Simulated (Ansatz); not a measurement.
**NaCl: response to strain**

Aim: deform NaCl (zz strain of +3 %) and compute stress, forces and field gradients with LAPW, PAW and all-electron datasets made for the crystal.

Computed with Ansatz 0.2.0 (DFT PBEsol, scalar-relativistic, unless a step's input says otherwise).

## Step 1: The starting structure

Symmetry: Pm-3m, No. 221, cubic system. The conventional cell has a = 2.860 Å, b = 2.860 Å, c = 2.860 Å, α = 90.00°, β = 90.00°, γ = 90.00°. Na (site symmetry m-3m) is surrounded by 8 Cl at 2.48 Å. Around Cl (site symmetry m-3m) lie 8 Na at 2.48 Å.

As a file:

```
Na Cl
1.0
     2.86000    0.00000    0.00000
     0.00000    2.86000    0.00000
     0.00000    0.00000    2.86000
Na Cl
1 1
Direct
  0.00000 0.00000 0.00000
  0.50000 0.50000 0.50000
```

Atoms are numbered in the order of the input: Na1, Cl2.

## Step 2: After the deformation

Space group Pm-3m before, P4/mmm after.

## Step 3: All-electron LAPW

input.yaml reads:

```yaml
crystal:
  lattice:
    - [2.86, 0.0, 0.0]
    - [0.0, 2.86, 0.0]
    - [0.0, 0.0, 2.9458]
  atoms:
    - { symbol: Na, position: [0.0, 0.0, 0.0] }
    - { symbol: Cl, position: [0.5, 0.5, 0.5] }
kpoints:
  mp_grid: { grid: [8, 8, 8] }
  band_path:
    path:
      - [0.0, 0.0, 0.0]
      - [0.0, 0.5, 0.0]
      - [0.5, 0.5, 0.0]
      - [0.0, 0.0, 0.0]
      - [0.0, 0.0, 0.5]
      - [0.0, 0.5, 0.5]
      - [0.5, 0.5, 0.5]
      - [0.0, 0.0, 0.5]
      - [0.0, 0.5, 0.0]
    npoints: 5
scf:
  occupations: { method: fermi_dirac, width: 0.02 }
hamiltonian:
  xc: pbesol
  pseudopotentials: { kind: all_electron, lapw: { basis_error: 0.00025 } }
output:
  forces: true
  stress: true
  eigenvalues: true
```

Command:

```sh
$ ansatz run input.yaml --threads 1 --pin off --max-ram 3072MiB --backend cpu --events-out ev --progress --plain --runs-dir out
```

## Step 4: PAW with frozen cores

input.yaml reads:

```yaml
crystal:
  lattice:
    - [2.86, 0.0, 0.0]
    - [0.0, 2.86, 0.0]
    - [0.0, 0.0, 2.9458]
  atoms:
    - { symbol: Na, position: [0.0, 0.0, 0.0] }
    - { symbol: Cl, position: [0.5, 0.5, 0.5] }
kpoints:
  mp_grid: { grid: [8, 8, 8] }
scf:
  occupations: { method: fermi_dirac, width: 0.02 }
hamiltonian:
  xc: pbesol
  pseudopotentials: { kind: paw }
output:
  forces: true
  stress: true
  eigenvalues: true
  efg: { contact_densities: true }
```

## Step 5: All-electron PAW on datasets made for the crystal

input.yaml, as its differences from that of step 4:

```diff
@@ -14,3 +14,3 @@
   xc: pbesol
-  pseudopotentials: { kind: paw }
+  pseudopotentials: { kind: all_electron, datasets: crystal }
 output:
```

(Steps that only read results are left out.)

Before running it: what results should come out? Wanted: pressure; largest shear or deviatoric stress.

**Answer**, as computed:

| quantity | value |
| --- | --- |
| pressure | LAPW 52.67, PAW 52.66, crystal datasets 52.67 GPa |
| largest shear or deviatoric stress (LAPW) | 4.62 GPa |

The largest part of the stress beyond the pressure is 4.62 GPa in size, in the zz component; the atoms are carried along and not relaxed. No run of the undeformed cell stands beside it, so the pressure holds what the given cell had before the change. PAW: stress within 0.02 GPa of LAPW. Crystal datasets: stress within 0.01 GPa of LAPW.
